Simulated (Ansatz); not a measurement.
# C: molecular dynamics, part 2 of 2

The plan is to heat the crystal hard, then quench it. Runs: 120 steps of 0.75 fs under a Langevin thermostat at 3500 K; 149 steps of 0.75 fs under a Langevin thermostat, set from 2800 K to 300 K by a schedule. The start is the crystal (diamond), its volume scaled by 1.05.

Ansatz 0.2.0; DFT PBE+D3(BJ), plane waves, PAW, scalar-relativistic, no spin polarisation. Earlier steps stand in the parts before.

### Step 8. What the atoms did

The trajectory, every 6 steps (energies from step 0); msd is the mean square displacement from the start, the centre of mass held:

```
time (fs)  T (K)  potential energy change (meV/atom)  msd C (Å²)
      0.0   2625                                 0.0       0.000
      4.5   2298                                38.7       0.011
      9.0   2464                                63.3       0.031
     13.5   3219                               -20.6       0.050
     18.0   2864                                41.2       0.069
     22.5   1817                               106.2       0.074
     27.0   2261                                 9.9       0.063
     31.5   2538                               -46.6       0.054
     36.0   2147                               -38.5       0.050
     40.5   1835                               -26.6       0.047
     45.0   2513                               -69.1       0.041
     49.5   2141                               -41.1       0.035
     54.0   1722                               -25.0       0.027
     58.5   1592                               -60.8       0.022
     63.0   1494                               -85.3       0.021
     67.5   1521                              -114.5       0.022
     72.0   1579                              -137.5       0.029
     76.5   1239                               -99.6       0.039
     81.0   1071                               -90.7       0.046
     85.5   1388                              -156.8       0.049
     90.0   1175                              -162.5       0.051
     94.5    956                              -143.9       0.053
     99.0    771                              -140.4       0.051
    103.5    974                              -173.1       0.043
    108.0   1009                              -198.1       0.032
    111.8   1004                              -208.2       0.024
```

time (fs), T (K) and a bar:
```
      0.0       2625 #######################
      4.5       2298 ###################
      9.8       2608 #######################
     14.2       3160 ##############################
     19.5       2510 ######################
     24.0       1974 ###############
     29.2       2519 ######################
     33.8       2495 ######################
     39.0       1964 ###############
     43.5       2024 ################
     48.8       2113 #################
     53.2       1693 ############
     58.5       1592 ##########
     63.0       1494 #########
     68.2       1503 #########
     72.8       1531 ##########
     78.0       1135 #####
     82.5       1129 #####
     87.8       1285 #######
     92.2       1130 #####
     97.5        750 
    102.0        834 #
    107.2        926 ##
    111.8       1004 ###
```

### Step 9. Frames from the trajectory

Positions (Å) and forces (eV/Å):

```xyz
16
Lattice="0.000 3.629 3.629 3.629 0.000 3.629 3.629 3.629 0.000" Properties=species:S:1:pos:R:3:forces:R:3 pbc="T T T" time_fs=18.8 T=2544 dE=0.9814
C     0.126   -0.114   -0.290   -2.834    5.207    6.103
C     1.118    0.888    0.763   -3.572   -2.064   -0.304
C     1.934    1.801   -0.089   -3.377    2.582    0.773
C     2.665    2.773    0.870    2.860   -0.145   -4.367
C     1.958    0.005    1.668   -0.999    0.136    1.154
C     2.861    0.999    2.601   -1.863   -3.877   -0.775
C     3.640    2.027    1.720    1.223   -3.360    1.285
C     4.545    2.901    2.631    1.759   -3.595   -0.833
C     0.024    1.736    1.772   -1.043   -3.518   -4.178
C     0.855    2.556    2.543    3.128    3.194    1.689
C     1.672    3.580    1.634    3.704    1.230    3.190
C     2.707    4.564    2.680    1.089   -3.794   -1.383
C     1.709    1.631    3.454    5.368    3.548    1.991
C     2.773    2.530    4.514   -1.688    4.391   -3.448
C     3.574    3.551    3.533    0.523    2.248    1.830
C     4.572    4.610    4.517   -4.276   -2.182   -2.728
16
Lattice="0.000 3.629 3.629 3.629 0.000 3.629 3.629 3.629 0.000" Properties=species:S:1:pos:R:3:forces:R:3 pbc="T T T" time_fs=37.5 T=2049 dE=-0.4429
C     0.039   -0.036   -0.103    4.330    1.749   -1.866
C     0.992    0.897    0.804   -2.168   -0.899    2.628
C     1.771    1.937    0.039    3.375   -3.790   -2.386
C     2.865    2.790    0.807   -2.298   -2.814    1.514
C     1.776   -0.104    1.823    2.221    2.574   -1.859
C     2.790    0.825    2.595   -0.763    1.091    2.237
C     3.649    1.778    1.722    1.408   -0.256    1.199
C     4.510    2.670    2.755   -0.034    2.060   -1.695
C     0.154    1.710    1.785   -0.849    3.190   -0.211
C     1.181    2.713    2.642   -4.266   -1.224    0.983
C     2.069    3.631    1.787   -5.124   -0.596   -1.482
C     2.775    4.518    2.650    3.192    3.458    2.625
C     1.984    1.881    3.697   -4.095   -4.359   -6.634
C     2.728    2.763    4.448    3.874    0.213    6.136
C     3.673    3.717    3.702   -1.906   -3.371   -4.680
C     4.588    4.519    4.452    3.103    2.974    3.489
16
Lattice="0.000 3.629 3.629 3.629 0.000 3.629 3.629 3.629 0.000" Properties=species:S:1:pos:R:3:forces:R:3 pbc="T T T" time_fs=55.5 T=1738 dE=-0.6362
C     0.093    0.025   -0.050   -2.266   -0.422    1.558
C     0.937    0.920    0.852    2.095    2.315   -0.725
C     1.989    1.671   -0.131   -2.751    4.008    1.381
C     2.778    2.621    0.759    1.135    2.179    3.098
C     1.930    0.165    1.702   -1.376   -4.233    1.556
C     2.770    0.933    2.749    2.766    0.330   -3.908
C     3.754    1.819    1.820   -0.378    0.262   -3.189
C     4.690    2.716    2.574   -0.303    0.523    2.298
C     0.039    2.072    1.815    0.806   -7.204   -1.590
C     0.923    2.807    2.682    4.034    0.383   -1.463
C     1.869    3.600    1.651    2.787    1.093    2.031
C     2.958    4.585    2.684   -2.444   -2.579   -2.424
C     1.893    1.808    3.480   -0.556    3.687    4.857
C     2.823    2.826    4.526   -0.164    1.042   -3.916
C     3.804    3.597    3.506   -0.004    2.115    1.631
C     4.746    4.638    4.499   -3.383   -3.499   -1.196
16
Lattice="0.000 3.629 3.629 3.629 0.000 3.629 3.629 3.629 0.000" Properties=species:S:1:pos:R:3:forces:R:3 pbc="T T T" time_fs=74.2 T=1320 dE=-1.9532
C     0.125    0.167   -0.095    0.152   -1.436    1.484
C     1.091    1.041    0.848   -0.033   -3.278   -1.597
C     1.975    1.924   -0.065   -0.340    0.007    0.101
C     2.868    2.923    0.958   -1.105   -2.850   -5.188
C     1.983    0.027    1.736    0.566    1.762   -0.653
C     2.886    1.058    2.621   -2.224   -2.001    0.586
C     3.721    1.853    1.662    1.230    2.418    2.191
C     4.717    2.777    2.595   -0.669   -0.455    0.752
C     0.083    1.710    1.688    0.456    4.393    1.619
C     0.962    2.762    2.659   -0.227    1.090    0.162
C     1.843    3.715    1.807   -1.032   -2.236   -3.144
C     2.756    4.476    2.593    2.853    4.385    3.168
C     1.930    2.008    3.539   -0.877   -5.203   -0.455
C     2.899    2.703    4.412   -1.483    2.154    1.200
C     3.733    3.634    3.467    0.832   -0.106    1.626
C     4.563    4.560    4.456    1.901    1.356   -1.851
16
Lattice="0.000 3.629 3.629 3.629 0.000 3.629 3.629 3.629 0.000" Properties=species:S:1:pos:R:3:forces:R:3 pbc="T T T" time_fs=93.0 T=1090 dE=-2.4323
C     0.178   -0.010   -0.141   -0.534    2.415   -1.655
C     1.106    0.886    0.747   -2.708    1.536    2.416
C     1.875    1.922   -0.090    0.434   -1.385   -1.196
C     2.801    2.827    0.677    1.248    0.088    4.117
C     1.925    0.005    1.724    0.079    0.356   -0.794
C     2.870    0.901    2.525   -0.624    1.581    3.019
C     3.721    1.985    1.699   -1.131   -3.300   -0.529
C     4.576    2.813    2.661    0.136    0.498   -0.721
C     0.150    1.903    1.823   -1.217   -2.333   -4.343
C     1.063    2.760    2.556    1.071    0.112    2.479
C     1.941    3.725    1.641   -0.665   -0.122    1.389
C     2.824    4.679    2.669   -0.503   -1.941   -1.367
C     1.884    1.730    3.581    2.785    3.595   -3.627
C     2.802    2.690    4.482    0.216    0.784   -0.098
C     3.639    3.733    3.605    0.677   -1.954   -1.859
C     4.576    4.598    4.398    0.735    0.069    2.767
16
Lattice="0.000 3.629 3.629 3.629 0.000 3.629 3.629 3.629 0.000" Properties=species:S:1:pos:R:3:forces:R:3 pbc="T T T" time_fs=111.8 T=1004 dE=-3.3320
C     0.132    0.048   -0.116   -0.840   -2.456   -0.303
C     0.945    0.957    0.781    2.799   -0.410   -1.643
C     1.880    1.833   -0.147    1.676    0.746   -0.302
C     2.839    2.698    0.785   -0.420    0.981   -0.391
C     1.845    0.062    1.667    1.855   -1.175    0.297
C     2.833    0.906    2.632    0.129   -0.052   -2.265
C     3.714    1.775    1.708    1.365    1.531   -1.520
C     4.598    2.753    2.562    0.891   -0.778    0.365
C     0.150    1.880    1.561   -2.345    1.556    4.561
C     1.114    2.784    2.597   -2.365   -0.143   -1.634
C     1.964    3.679    1.692    0.573   -0.017   -0.723
C     2.856    4.603    2.558    0.048   -0.277    0.057
C     2.015    1.876    3.425   -2.572   -0.231    2.964
C     2.820    2.815    4.334    0.993   -0.834    1.093
C     3.745    3.635    3.444    0.267    3.049    1.063
C     4.733    4.606    4.434   -2.054   -1.490   -1.620
```

Reading of run 2. The set-point goes from 2800 to 300 K in 112 fs, and the last tenth of the run averages 964 K. Such a rate, of order 10^16 K/s, is far beyond any furnace or quench, and the atoms lag the set-point. Counted from the crystal's sites, with the common drift removed, the atoms stand 0.09 Å away over the last tenth of the run (root mean square), 6 % of the neighbour distance: under the 10 to 20 % at which crystals usually melt.

### Step 10. Outcome

The summary covers parts 1 to 2.

```
                                    quantity                                     value
                               run 1: length                      120 steps of 0.75 fs
     run 1: temperature, first and last step                           3281 and 3841 K
             run 1: temperature, second half          mean 2903 K, from 2135 to 3841 K
        run 1: potential energy, second half  +400 meV/atom from this run's first step
run 1: mean square displacement, second half                                C 0.029 Å²
                               run 2: length                      149 steps of 0.75 fs
     run 2: temperature, first and last step                           2625 and 1004 K
             run 2: temperature, second half           mean 1217 K, from 729 to 1657 K
        run 2: potential energy, second half  -132 meV/atom from this run's first step
run 2: mean square displacement, second half                                C 0.038 Å²
```

**Reading.** Mean temperatures of the second halves: 2903 K, 1217 K. In the last run: counted from the crystal's sites, with the common drift removed, the atoms stand 0.09 Å away over the last tenth of the run (root mean square), 6 % of the neighbour distance: under the 10 to 20 % at which crystals usually melt. 112 fs on 16 atoms is far too short and small for converged averages.
